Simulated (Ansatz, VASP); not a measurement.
# One calculation of BN, two programs

The input INCAR:

```
SYSTEM = BN
  PREC = Accurate
  ENCUT = 520
  EDIFF = 1E-6
  ISMEAR = 0
  SIGMA = 0.02
  LREAL = .False.
  LASPH = .True.
  NELM = 80
  ALGO = Normal
  ISIF = 2
  LWAVE = .False.
  LCHARG = .False.
  GGA = PE
  NBANDS = 16
```

Contents of KPOINTS:

```
Automatic mesh
0
Gamma
  12 12 4
  0 0 0
```

POSCAR

```
BN
1.0
    2.3614502921      0.0000000000      0.0000000000
   -1.1807251460      2.0450759427      0.0000000000
    0.0000000000      0.0000000000      8.6311946107
B N
2 2
Direct
    0.3333333333      0.6666666667      0.2500000000
    0.6666666667      0.3333333333      0.7500000000
    0.3333333333      0.6666666667      0.7500000000
    0.6666666667      0.3333333333      0.2500000000
```

Input for Ansatz:

```yaml
crystal:
  lattice:
    - [2.3614502921, 0.0, 0.0]
    - [-1.180725146, 2.0450759427, 0.0]
    - [0.0, 0.0, 8.6311946107]
  atoms:
    - { symbol: B, position: [0.3333333333, 0.6666666667, 0.25] }
    - { symbol: B, position: [0.6666666667, 0.3333333333, 0.75] }
    - { symbol: "N", position: [0.3333333333, 0.6666666667, 0.75] }
    - { symbol: "N", position: [0.6666666667, 0.3333333333, 0.25] }
basis:
  ecutwfc: 420
kpoints:
  mp_grid: { grid: [12, 12, 4] }
  band_path: { path: [VBM, CBM], npoints: 2 }
hamiltonian:
  xc: pbe
scf:
  occupations: { method: gaussian, width: 0.02 }
output:
  forces: true
  stress: true
  eigenvalues: true
checkpoint:
  read: start.run
  write: ck
  compress: false
  write_wavefunctions: false
  write_every: 100000
```

Alike in both runs: task single point; functional PBE; k mesh 12 × 12 × 4; occupations gaussian, width 0.02 eV; no spin polarisation.

|  | VASP | Ansatz |
| --- | --- | --- |
| version | VASP 6.6.1 | Ansatz 0.2.0 |
| potentials or method | VASP PAW PBE potentials, release 64 (B, N) | scalar-relativistic, plane waves, PAW |
| plane-wave cutoff (eV) | 520 | 420 |
| valence electrons in the cell | 16 | 16 |

```tsv
	VASP	Ansatz	Ansatz less VASP
gap on the k mesh at the Fermi level (eV)	4.09	4.10	+0.005
least direct gap on the mesh (eV)	5.13	5.13	+0.004
```

 A hybrid or GW would open this gap; PBE tends to underestimate it. A k mesh can miss the band edges.
